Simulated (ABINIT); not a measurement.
Set up this calculation in ABINIT 10.8.3 (patched build), as an ASE script.

* Task: single point
* Functional: PBE
* Potentials or basis: JTH PAW PBE v2.0
* Cutoff: 707 eV
* k mesh: 9 × 9 × 9
* Occupations: fermi-dirac, width 0.05 eV
* Spin: no spin polarisation
* Fine-grid cutoff: 1306.15 eV
* Exchange and correlation inside the PAW spheres: full angular mesh (pawxcdev 0, this build's default; the released program takes 1)

The system is ZnCu.

```
Zn Cu
1.0
     2.94500    0.00000    0.00000
     0.00000    2.94500    0.00000
     0.00000    0.00000    2.94500
Zn Cu
1 1
Direct
  0.50000 0.50000 0.50000
  0.00000 0.00000 0.00000
```

One way to write it, as run:

run.py

```python
import json, os
import numpy as np
from ase.units import GPa
from ase.calculators.abinit import Abinit, AbinitProfile
from ase import Atoms

atoms = Atoms(['Zn', 'Cu'],
              cell=[[2.945, 0.0, 0.0], [0.0, 2.945, 0.0], [0.0, 0.0, 2.945]],
              scaled_positions=[[0.5, 0.5, 0.5], [0.0, 0.0, 0.0]],
              pbc=True)

profile = AbinitProfile(command='abinit', pp_paths=[os.path.abspath('pseudos')])
params = dict(
    pps='pawxml', xc='PBE',
    ecut=707.496,
    pawecutdg=1306.1465,
    kptopt=1,
    ngkpt=[9, 9, 9],
    nshiftk=1,
    shiftk=[0.0, 0.0, 0.0],
    ixc=11,
    nband=20,
    occopt=3,
    tsmear=0.05,
    nstep=100,
    tolvrs=1e-09,
    prtwf=0,
    prtden=0,
)

atoms.calc = Abinit(profile=profile, directory='run', **params)
energy = atoms.get_potential_energy()
forces = atoms.get_forces()
stress = atoms.get_stress()
print(f'energy {energy:.6f} eV')
print('forces (eV/A)')
print(np.round(forces, 5))
print('stress (GPa, Voigt, tension positive)', np.round(stress / GPa, 4))
json.dump(dict(energy=energy, forces=forces.tolist(), stress=stress.tolist(), cell=atoms.cell.tolist(), frac=atoms.get_scaled_positions(wrap=False).tolist()), open('results.json', 'w'))
```

Potentials or basis: JTH PAW PBE v2.0.

The run is started by

```console
$ python run.py
```

Results of the run:

```json
{"Pressure": "2.5 GPa", "Band gap on the k mesh": "none (metal or under the smearing width)", "Valence electrons inside the program's atomic spheres": "Zn 10.84; Cu 17.35"}
```

Run time: 55 s on 1 thread of Arm Neoverse V1 (shared host), peak memory 0.11 GiB.
